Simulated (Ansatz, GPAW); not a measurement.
Given: the input of a run of Ansatz 0.2.0 on TiC. The cell is a database's computed one, not the measured one.

input.yaml

```yaml
crystal:
  lattice:
    - [0.0, 2.1657188437, 2.1657188437]
    - [2.1657188437, 0.0, 2.1657188437]
    - [2.1657188437, 2.1657188437, 0.0]
  atoms:
    - { symbol: Ti, position: [0.0, 0.0, 0.0] }
    - { symbol: C, position: [0.5, 0.5, 0.5] }
kpoints:
  mp_grid: { grid: [11, 11, 11] }
scf:
  occupations: { method: gaussian, width: 0.02 }
hamiltonian:
  xc: pbe
  pseudopotentials: { kind: all_electron, lapw: { basis_error: 0.001 } }
output:
  forces: true
  stress: true
  eigenvalues: true
```

Potentials or basis: all-electron LAPW, scalar-relativistic.

Launch:

```console
$ ansatz run input.yaml --threads 1 --pin off --max-ram 3072MiB --backend cpu --events-out ev --progress --plain --runs-dir out
```

What does the same run look like in GPAW 26.7.0 (ASE script)? Potentials or basis there: GPAW PAW data sets (gpaw-data 1.2.1), cutoff 800 eV.

As run (cutoffs and basis follow the program's own potentials, and thresholds, step limits or extra output files can differ):

run.py

```python
from ase.dft.bandgap import bandgap
from ase.io import read, write
from ase.units import GPa
from gpaw import GPAW, PW

atoms = read('POSCAR')

calc = GPAW(mode=PW(800),
            xc='PBE',
            kpts={'size': (11, 11, 11), 'gamma': True},
            occupations={'name': 'methfessel-paxton', 'order': 0, 'width': 0.02},
            nbands=18,
            convergence={'density': 1e-05, 'energy': 1e-05},
            maxiter=150,
            txt='gpaw.txt')
atoms.calc = calc
energy = atoms.get_potential_energy()
forces = atoms.get_forces()
stress = atoms.get_stress()
calc.write('gs.gpw')
write('result.traj', atoms)
print(f'Energy: {energy:.6f} eV')
print('Forces (eV/A):')
print(forces.round(4))
print('Stress (GPa):', (stress / GPa).round(3))
print('Fermi level:', round(calc.get_fermi_level(), 4), 'eV')
print(f'Gap: {bandgap(calc)[0]:.4f} eV, direct: {bandgap(calc, direct=True)[0]:.4f} eV')
```

POSCAR

```
TiC
1.0
    0.0000000000      2.1657188437      2.1657188437
    2.1657188437      0.0000000000      2.1657188437
    2.1657188437      2.1657188437      0.0000000000
Ti C
1 1
Direct
    0.0000000000      0.0000000000      0.0000000000
    0.5000000000      0.5000000000      0.5000000000
```

Potentials or basis: GPAW PAW data sets (gpaw-data 1.2.1), pw.

Launch:

```console
$ OMP_NUM_THREADS=1 python run.py
```

Both were run:

|  | Ansatz | GPAW |
| --- | --- | --- |
| Pressure | 0.2 GPa | 0.9 GPa |

Where Ansatz's input types no cutoff or centring, it takes its own default and a Γ-centred mesh.

Pressure is positive in compression.
